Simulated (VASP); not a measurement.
Ge, 2 atoms in the cell. The structure is cubic, space group Fd-3m (No. 227). The conventional cell has a = 5.658 Å, b = 5.658 Å, c = 5.658 Å, α = 90.00°, β = 90.00°, γ = 90.00°. Ge (site symmetry -43m) has 4 Ge at 2.45 Å as nearest neighbours. 

```yaml
Program: VASP 6.6.1
Task: relaxation of cell and atoms
Functional: r2SCAN
Potentials_or_basis: VASP PAW PBE potentials, release 64 (Ge_d)
Cutoff: 600 eV
k_mesh: 10 × 10 × 10
Occupations: gaussian, width 0.03 eV
Spin: no spin polarisation
Further_INCAR_settings: ALGO = Normal; EDIFF = 1e-06; IBRION = 2; EDIFFG = -0.01; NSW = 90; ISIF = 3
```

Potentials or basis: VASP PAW PBE potentials, release 64 (Ge_d).

Launch:

```sh
$ cat potpaw_PBE.64/Ge_d/POTCAR > POTCAR
$ mpirun -np 1 vasp_std > vasp.out
```

Hardware: 1 thread of Intel(R) Xeon(R) Platinum 8259CL CPU @ 2.50GHz (Skylake/Cascade Lake), on a shared host.

Q: Estimate the wall time of this run.

A: Run time: 4.1 min on 1 thread of Intel(R) Xeon(R) Platinum 8259CL CPU @ 2.50GHz (Skylake/Cascade Lake), on a shared host, peak memory 0.21 GiB. Counts: scf iterations 34, k points 47, ion steps 3.
